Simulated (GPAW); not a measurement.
Wanted: an ASE script for a GPAW 26.7.0 run.

* Task: equation of state
* Functional: rSCAN
* Dispersion: D3(BJ)
* Potentials or basis: GPAW PAW data sets (gpaw-data 1.2.1)
* Cutoff: 600 eV
* Basis: pw
* k mesh: 7 × 7 × 7
* Occupations: fermi-dirac, width 0.05 eV
* Spin: no spin polarisation
* Maxiter: 150
* Eos scales: [0.94, 0.96, 0.98, 1.0, 1.02, 1.04, 1.06]

The system is ZnSe (Stilleite).

```
CELL_PARAMETERS angstrom
0.00000 2.83380 2.83380
2.83380 0.00000 2.83380
2.83380 2.83380 0.00000
ATOMIC_POSITIONS crystal
Se 0.75000 0.75000 0.75000
Zn 0.00000 0.00000 0.00000
```

These files were run (other wordings do the same):

run.py

```python
from ase import Atoms
from ase.calculators.mixing import SumCalculator
from ase.eos import EquationOfState
from ase.io import Trajectory
from ase.units import GPa
from dftd3.ase import DFTD3
from gpaw import GPAW, PW

atoms = Atoms(['Se', 'Zn'],
              cell=[[0.0, 2.8338, 2.8338],
                    [2.8338, 0.0, 2.8338],
                    [2.8338, 2.8338, 0.0]],
              scaled_positions=[[0.75, 0.75, 0.75],
                                [0.0, 0.0, 0.0]],
              pbc=True)

traj = Trajectory('eos.traj', 'w')
volumes, energies = [], []
for x in [0.94, 0.96, 0.98, 1.0, 1.02, 1.04, 1.06]:
    a = atoms.copy()
    a.set_cell(atoms.cell * x**(1 / 3), scale_atoms=True)
    calc = GPAW(mode=PW(600),
                xc='MGGA_X_RSCAN+MGGA_C_RSCAN',
                kpts={'size': (7, 7, 7), 'gamma': True},
                occupations={'name': 'fermi-dirac', 'width': 0.05},
                nbands=18,
                convergence={'density': 1e-05, 'energy': 1e-05},
                maxiter=150,
                txt=f'eos-{x:.2f}.txt')
    a.calc = SumCalculator([calc, DFTD3(method='rscan', damping='d3bj')])
    energies.append(a.get_potential_energy())
    volumes.append(a.get_volume())
    p = -a.get_stress()[:3].mean() / GPa
    calc.write(f'eos-{x:.2f}.gpw')
    traj.write(a)
    print(f'{x:.2f} {volumes[-1]:10.4f} A^3 {energies[-1]:14.6f} eV {p:9.3f} GPa', flush=True)

v0, e0, B = EquationOfState(volumes, energies, eos='birchmurnaghan').fit()
print(f'V0 = {v0:.4f} A^3, E0 = {e0:.6f} eV, B0 = {B / GPa:.2f} GPa')
```

Potentials or basis: GPAW PAW data sets (gpaw-data 1.2.1), pw.

Launch:

```bash
$ OMP_NUM_THREADS=1 python run.py
```

It gave:

```json
{
 "Equilibrium volume": "22.18 Å³/atom (rough: see the caveat)",
 "Bulk modulus": "70 GPa (rough)"
}
```

Caveat: the points scatter about the fit; the PAW data sets were made with another functional, which shifts forces and pressure a little.

It took 5.9 min on 1 thread of Arm Neoverse V1, on a shared host, peak memory 0.81 GiB.
